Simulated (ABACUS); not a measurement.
TePb, 2 atoms in the cell. Symmetry: Fm-3m, No. 225, cubic system. Conventional cell: a = 6.462 Å, b = 6.462 Å, c = 6.462 Å, α = 90.00°, β = 90.00°, γ = 90.00°. Around Pb (site symmetry m-3m) lie 6 Te at 3.23 Å. Te (site symmetry m-3m) is surrounded by 6 Pb at 3.23 Å. 

- Program: ABACUS 3.10.1
- Task: band structure
- Functional: r2SCAN
- Potentials or basis: SG15 ONCV 1.2 PBE
- Cutoff: 1306 eV
- Density cutoff: 5225 eV
- Basis: plane waves
- Occupations: fermi-dirac, width 0.05 eV
- Spin: no spin polarisation
- Radial cutoff of the potentials (pseudo_rcut): 10 bohr
- Threshold of the eigensolver: 1e-07 Ry
- Density: read from an earlier self-consistent run
- Path: G-X-W-K-G-L-U-W-L-K, U-X
- Points for each segment of the path: 10
- SCF threshold on the density: 1e-08
- Max SCF steps: 100
- Eigensolver: dav
- Mixing: broyden
- Mixing share: 0.7
- Symmetry key: -1
- Bands: 25

Potentials or basis: SG15 ONCV 1.2 PBE, plane waves.

Command:

```sh
$ OMP_NUM_THREADS=1 mpirun -np 4 abacus > log
```

Hardware: 4 MPI ranks on Intel(R) Xeon(R) Platinum 8488C (Sapphire Rapids), with other jobs on the host.

Task: How long does it take, and how much memory?

Result: It took 110 s on 4 MPI ranks on Intel(R) Xeon(R) Platinum 8488C (Sapphire Rapids) (shared host), peak memory 0.84 GiB a rank. Counts: scf iterations 1, k points 102, bands 25, ranks 4.
